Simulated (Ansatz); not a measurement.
# SnSe: the cost of one run

Method: DFT PBEsol, scalar-relativistic, plane waves, PAW, in Ansatz 0.2.0.

That is the level of the relaxation; later steps name their own.

1 further run of the same task is left out (set aside as unsound or not needed).

**1. The structure to begin with**

Symmetry: Fm-3m, No. 225, cubic system. The conventional cell has a = 5.946 Å, b = 5.946 Å, c = 5.946 Å, α = 90.00°, β = 90.00°, γ = 90.00°. Around Sn (site symmetry m-3m) lie 6 Se at 2.97 Å. Around Se (site symmetry m-3m) lie 6 Sn at 2.97 Å.

Structure file:

```
Sn Se
1.0
     0.00000    2.97275    2.97275
     2.97275    0.00000    2.97275
     2.97275    2.97275    0.00000
Sn Se
1 1
Direct
  0.00000 0.00000 0.00000
  0.50000 0.50000 0.50000
```

This cell was relaxed beforehand with the same method: volume 26.27 Å³/atom, gap on the mesh 0.75 eV.

**2. Band edges over the whole zone**

input.yaml reads:

```yaml
crystal:
  lattice:
    - [0.0, 2.9727546662, 2.9727546662]
    - [2.9727546662, 0.0, 2.9727546662]
    - [2.9727546662, 2.9727546662, 0.0]
  atoms:
    - { symbol: Sn, position: [0.0, 0.0, 0.0] }
    - { symbol: Se, position: [0.5, 0.5, 0.5] }
basis:
  ecutwfc: 420
kpoints:
  mp_grid: { grid: [8, 8, 8] }
  band_path: { path: [VBM, CBM], npoints: 2 }
hamiltonian:
  xc: pbesol
scf:
  occupations: { method: gaussian, width: 0.02 }
output:
  forces: true
  stress: true
  eigenvalues: true
```

Launch:

```console
ansatz run input.yaml --threads 2 --pin off --max-ram 5120MiB --backend cpu --events-out ev --progress --plain --runs-dir out
```

What time and memory should one allow on 2 threads of Intel Xeon Platinum 8488C (Sapphire Rapids), shared host?

About 7.4 s, with a peak of 0.4 GiB.
